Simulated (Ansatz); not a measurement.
## One input, then a changed one: CaS (Oldhamite)

First run: DFT, LDA, PAW with Ansatz's default frozen-core files, scalar-relativistic (Ansatz 0.2.0).

Command: `ansatz run input.yaml --threads 1 --pin off --max-ram 2048MiB --backend cpu --events-out ev --progress --plain --runs-dir out` It took 1.7 s on 1 thread of Arm Neoverse V1, on a shared host, peak memory 0.28 GiB.

```yaml
crystal:
  lattice:
    - [0.0, 2.7822229663, 2.7822229663]
    - [2.7822229663, 0.0, 2.7822229663]
    - [2.7822229663, 2.7822229663, 0.0]
  atoms:
    - { symbol: Ca, position: [0.0, 0.0, 0.0] }
    - { symbol: S, position: [0.5, 0.5, 0.5] }
kpoints:
  mp_grid: { grid: [9, 9, 9] }
scf:
  occupations: { method: fermi_dirac, width: 0.02 }
hamiltonian:
  xc: lda
  pseudopotentials: { kind: paw }
output:
  forces: true
  stress: true
  eigenvalues: true
  populations: true
  write_density: true
  write_potential: true
  elf: true
  volumetric_format: npy
```

The cell comes from a relaxation on PAW files under the same functional, begun from a database entry that needn't be the ground state.

It converges in 6 SCF iterations at a pressure of -0.02 GPa, cutoff 420 eV.

The input is then changed:

```diff
 scf:
-  occupations: { method: fermi_dirac, width: 0.02 }
+  occupations: { method: tetrahedron_uncorrected }
+  initial_density: { chi_scale: 0.0 }
 hamiltonian:
```

Q: Predict the outcome of the changed run.

A: It converges in 7 SCF iterations, cutoff 420 eV, free energy 0.0 meV/atom against the first run's. Results part of its log:
```
SCF 1 converged in 7 iterations: F = -2646.700412 eV  dr2 = 1.84e-9
  greatest PAW one-centre occupation: 0.996 electrons in one spin orbital (limit 2), on the Ca atom at site 0 (counted from 0), in its partial waves of l = 0
SCF converged after 7 iterations
Free energy (F): -2646.700412 eV
Harris-Foulkes:  -2646.700412 eV  (|F-HF|=8.41e-10)
Internal energy: -2646.700412 eV  (E = F + TS)
E sigma→0 (E₀):  -2646.700412 eV
Fermi energy:    6.490166 eV
--- Per-component energies (eV) ---
  E_band       = -124.386591
  E_kinetic    = 387.852901
  E_local      = -796.481992  (includes V_loc(G=0)·N_el)
  E_nonlocal   = 96.259357
  E_hartree    = 260.010273
  E_xc         = -233.621544
  E_vxc        = -260.540557  (∫ρ·V_xc dr)
  E_paw        = -1385.156986  (= ΣΔE_a)
  E_vpaw       = -71.496662  (= ΣTr[D̂ρ^β])
  E_aug_tail   = -0.000003  (compensation charges beyond the density's cutoff)
  E_ewald      = -975.998781
  E_core_change = 0.436363  (= ΣΔE_core)
  E_smearing   = -0.000000  (= −TS)
  E_closure    = 0.000000  (closes the sum)
  Σ components = -2646.700412   (vs F -2646.700412, Δ=0.00e0)
--- Forces (eV/Å), atoms counted from 1 ---
  atom   1  Ca    -0.00000000     0.00000000     0.00000000
  atom   2  S      0.00000000     0.00000000     0.00000000
  max |Σ_I F_I| component: 4.34e-30 eV/Å
--- Stress (GPa, compression-positive) ---
       -0.016112       0.000000       0.000000
       -0.000000      -0.016112      -0.000000
       -0.000000       0.000000      -0.016112
  P = ⅓ Tr σ = -0.0161 GPa (-0.161 kbar)
--- Band table (eV; the first three rows and the last of 35) ---
  k-point 0: bands = ["-32.1195", "-13.3519", "-13.3519", "-13.3519", "-5.0525", "6.4902", "6.4902", "6.4902", "10.4280", "10.4280", "10.4280", "10.8154"]
  k-point 1: bands = ["-32.1175", "-13.3814", "-13.3540", "-13.3540", "-4.9479", "5.8873", "6.2705", "6.2705", "10.4655", "10.6315", "10.6315", "11.5001"]
  k-point 2: bands = ["-32.1122", "-13.4544", "-13.3593", "-13.3593", "-4.6717", "4.7524", "5.8175", "5.8175", "10.5621", "11.1522", "11.1522", "12.4530"]
  k-point 34: bands = ["-32.0966", "-13.4921", "-13.4612", "-13.4244", "-4.1817", "4.2516", "4.6779", "4.9042", "10.7985", "11.6438", "12.5657", "13.1974"]
--- Löwdin populations: 2 sites ---
  site symbol       q [e]
     0     Ca      8.4389
     1      S      7.2569
  spilling = 0.019011 (of n_electrons = 16.000000)
```
